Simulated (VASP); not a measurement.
Wanted: the native input for a VASP 6.6.1 run.

```
Task                   : single point
Functional             : PBE
Potentials or basis    : VASP PAW PBE potentials, release 64 (Li_sv, H)
Cutoff                 : 520 eV
k mesh                 : 10 × 10 × 1
Occupations            : gaussian, width 0.02 eV
Spin                   : no spin polarisation
Dipole correction      : yes
Further INCAR settings : ALGO = Normal; EDIFF = 1e-07; NBANDS = 9
```

The structure of LiH lies in POSCAR:

```
LiH
1.0
    2.6905426333      0.0000000000      0.0000000000
    0.0000000000      2.6905426333      0.0000000000
    0.0000000000      0.0000000000     23.8000000000
Li H
1 1
Direct
    0.5000000000      0.5000000000      0.2941176471
    0.0000000000      0.0000000000      0.2941176471
```

The cell was built by a generator and needn't be a form met in nature.

One way to write it, as run:

INCAR

```
PREC     = Accurate       # precision mode
ENCUT    = 520            # plane-wave cutoff, eV
EDIFF    = 1E-7           # SCF threshold, eV
ISMEAR   = 0              # smearing method
SIGMA    = 0.02           # smearing width, eV
LREAL    = F              # projectors in reciprocal space
LASPH    = T              # aspherical terms in the spheres
NELM     = 60             # most SCF steps
ALGO     = Normal         # electronic algorithm
ISIF     = 2              # what is computed and relaxed
LWAVE    = F              # write WAVECAR
LCHARG   = F              # write CHGCAR
LDIPOL   = T            
IDIPOL   = 3            
DIPOL    = 0.5 0.5 0.294
GGA      = PE             # functional
NBANDS   = 9              # bands
```

KPOINTS

```
Automatic mesh
0
Gamma
  10 10 1
```

Potentials or basis: VASP PAW PBE potentials, release 64 (Li_sv, H).

The run is started by

```sh
$ cat potpaw_PBE.64/Li_sv/POTCAR potpaw_PBE.64/H/POTCAR > POTCAR
$ mpirun -np 1 vasp_std > vasp.out
```

It gave:

The band gap on the k mesh is 1.15 eV, indirect (least direct gap 4.94 eV).

Run time: 30 s on 1 thread of Intel(R) Xeon(R) Platinum 8488C (Sapphire Rapids) (shared host), peak memory 0.24 GiB.
